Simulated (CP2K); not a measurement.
Runs of CP2K 2026.2 on TiSe. The structure is tetragonal, space group P4/nmm (No. 129). The conventional cell has a = 4.178 Å, b = 4.178 Å, c = 5.984 Å, α = 90.00°, β = 90.00°, γ = 90.00°. Around Se (site symmetry 4mm) lie 4 Ti at 2.53 Å. Ti (site symmetry -4m2) is surrounded by 4 Se at 2.53 Å. The cell comes from a database or a generator and needn't be the stable form of this composition.

```tsv
task	level	potentials or basis	cell	k mesh	smearing	EPS_DEFAULT	k points reduced by the point group	NGRIDS	points a segment of the path (NPOINTS)	bands added on the path	gap on the mesh (eV)	pressure (GPa)	largest force (eV/Å)
band structure	r2SCAN	POTENTIAL_UZH Se GTH-SCAN-q6, Ti GTH-SCAN-q12; TZVP-MOLOPT-SCAN-GTH basis	as given	7 × 7 × 5	fermi-dirac 0.05 eV	1.0E-9	yes	5	6	6	none	-1.2	(a)
band structure	SCAN	POTENTIAL_UZH Se GTH-SCAN-q6, Ti GTH-SCAN-q12; TZVP-MOLOPT-SCAN-GTH basis	as given	7 × 7 × 5	fermi-dirac 0.01 eV	1.0E-10	yes	5	6	4	none	(b)	0.12
relaxation of cell and atoms	LDA	GTH_POTENTIALS Se GTH-PADE-q6, Ti GTH-PADE-q12; TZVP-MOLOPT-PBE-GTH basis	relaxed	5 × 5 × 4	fermi-dirac 0.01 eV	1.0E-9	-	4	-	-	none	0.0	-
band structure	TASK	POTENTIAL_UZH Se GTH-SCAN-q6, Ti GTH-SCAN-q12; TZVP-MOLOPT-SCAN-GTH basis	as given	7 × 7 × 5	fermi-dirac 0.1 eV	1.0E-9	yes	4	10	4	none	2.9	0.07
```

Alike in all rows: no spin polarisation.

Problem. Estimate the missing entries.

Solution. (a) 0.11; (b) -1.4.

Caveats: the basis of atomic orbitals isn't converged, which shifts pressures, moduli and gaps; the potentials were made for another functional, which shifts forces and pressure (some runs).

A k mesh can miss the band edges, and the runs leave out spin-orbit coupling on Se.

A gap of «none» marks a metal or a gap under the smearing width.
